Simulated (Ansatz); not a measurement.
**MgO: moving O off its site**

MgO, Fm-3m, a = 4.270 Å (as given, not relaxed at this level: -5.8 GPa). Ansatz: PBEsol, PAW, 420 eV, Γ-centred 10×10×10 mesh on 2 atoms, Gaussian smearing 0.05 eV; no spin polarisation.

```
CELL_PARAMETERS angstrom
0.00000 2.13515 2.13515
2.13515 0.00000 2.13515
2.13515 2.13515 0.00000
ATOMIC_POSITIONS crystal
Mg 0.00000 0.00000 0.00000
O 0.50000 0.50000 0.50000
```

Atom 2 (O) moves by x along the unit vector (0.707, 0.707, 0.000), with its periodic images; all else is held. y is the free energy of the cell over the start, F the force along the path summed over the moved atoms. Symmetry makes y even in x.

```
  x (Å) y (meV) F (eV/Å)
-0.1000        ?         ?
-0.0500     5.47      0.22
 0.0000     0.00      0.00
 0.0125     0.34     -0.05
 0.0250     1.36     -0.11
 0.0375     3.07     -0.16
 0.0625     8.55     -0.27
 0.0750    12.34     -0.33
 0.0875    16.82     -0.39
```

Problem. Fit y = c2 x² + c4 x⁴ to the energies of the other rows, give the force constant, and predict energy and force of the missing row.

Solution. Least squares on the rows shown. y = 2181.8 x² + 1998.9 x⁴. The force constant is 2 c2 = 4.36 eV/Å², for the cell as given, at -5.8 GPa (for all images moving together, not for a lone atom). With two atoms in a cubic cell this is the optical mode at Γ without the LO field: ω = 521.5 √(2 c2/μ) = 351 cm⁻¹ for μ = 9.65 u. The force −dy/dx at the missing row is 0.44 eV/Å (computed 0.44). At x = -0.1000 the fit asked for gives 22.02 meV. The run gave 22.01 meV, so the fit is 0.01 meV too high, a small miss on the scale of the series.